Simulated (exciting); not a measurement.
An input for exciting (release sodium) (Al):

input.xml

```xml
<input>
  <title>Al</title>
  <structure speciespath="./" tshift="false" cartesian="true">
    <crystal scale="5.208220536">
      <basevect>-0.577350269195 0.577350269195 0.577350269195</basevect>
      <basevect>0.577350269195 -0.577350269195 0.577350269195</basevect>
      <basevect>0.577350269195 0.577350269195 -0.577350269195</basevect>
    </crystal>
    <species speciesfile="Al.xml" rmt="2">
      <atom coord="0.000000000000 0.000000000000 0.000000000000"/>
    </species>
  </structure>
  <groundstate do="fromscratch" ngridk="12 12 12" rgkmax="5" gmaxvr="14" lmaxapw="10" lmaxmat="10" lmaxvr="8" stype="Gaussian" swidth="0.00367493" nempty="8" ValenceRelativity="iora*" epsengy="1e-06" epspot="1e-06" maxscl="80" outputlevel="normal" findlinentype="simple">
    <libxc exchange="XC_GGA_X_WC" correlation="XC_GGA_C_PBE"/>
  </groundstate>
</input>
```

Potentials or basis: all-electron LAPW+lo, shipped species files, valence relativity iora*.

Command:

```console
$ OMP_NUM_THREADS=1 exciting_smp
```

Does this run start?

The run stopped without a result. It printed:

Output:

```text
Parser ERROR: 'simple                                                                          ' is not valid selection for findlinentype
```
